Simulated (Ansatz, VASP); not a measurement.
# Two plane-wave programs on InP

File INCAR:

```
SYSTEM = InP
PREC = Accurate
ENCUT = 520
EDIFF = 1E-6
ISMEAR = 0
SIGMA = 0.05
LREAL = .False.
LASPH = .True.
NELM = 60
ALGO = Normal
ISIF = 2
LWAVE = .False.
LCHARG = .False.
GGA = PE
NBANDS = 16
```

The input KPOINTS:

```
regular mesh
0
Gamma
  10 10 10
  0 0 0
```

File POSCAR:

```
InP
1.0
    0.0000000000      3.0694352298      2.8906331776
    3.0694352298      0.0000000000      2.8906331776
    3.0694352298      3.0694352298      0.0000000000
In P
1 1
Direct
    0.0000000000      0.0000000000      0.0000000000
    0.7500000000      0.7500000000      0.7500000000
```

Input for Ansatz:

```yaml
crystal:
  lattice:
    - [0.0, 3.0694352298, 2.8906331776]
    - [3.0694352298, 0.0, 2.8906331776]
    - [3.0694352298, 3.0694352298, 0.0]
  atoms:
    - { symbol: In, position: [0.0, 0.0, 0.0] }
    - { symbol: P, position: [0.75, 0.75, 0.75] }
basis:
  ecutwfc: 420
kpoints:
  mp_grid: { grid: [10, 10, 10] }
hamiltonian:
  xc: pbe
scf:
  occupations: { method: gaussian, width: 0.05 }
output:
  forces: true
  stress: true
  eigenvalues: true
  write_density: true
  write_potential: true
  elf: true
  volumetric_format: npy
```

Change from the starting cell: strain +0.030 along x and y, -0.030 along z, atoms carried along.

Alike in both runs: task single point; functional PBE; k mesh 10 × 10 × 10; occupations gaussian, width 0.05 eV; no spin polarisation.

```csv
,VASP,Ansatz
version,VASP 6.6.1,Ansatz 0.2.0
potentials or method,"VASP PAW PBE potentials, release 64 (In_d, P)","scalar-relativistic, plane waves, PAW"
plane-wave cutoff (eV),520,420
valence electrons in the cell,18,18
```

VASP gave:

```
gap on the k mesh at the Fermi level (eV)       : 0.10
least direct gap on the mesh (eV)               : 0.10
pressure (GPa)                                  : -1.7
largest component of the traceless stress (GPa) : 1.49
```

What did Ansatz give for the same quantities?

gap on the k mesh at the Fermi level (eV): 0.11; least direct gap on the mesh (eV): 0.11; pressure (GPa): -1.7; largest component of the traceless stress (GPa): 1.49.

Caveats: spin-orbit coupling is left out, which moves the levels of the heavy elements.
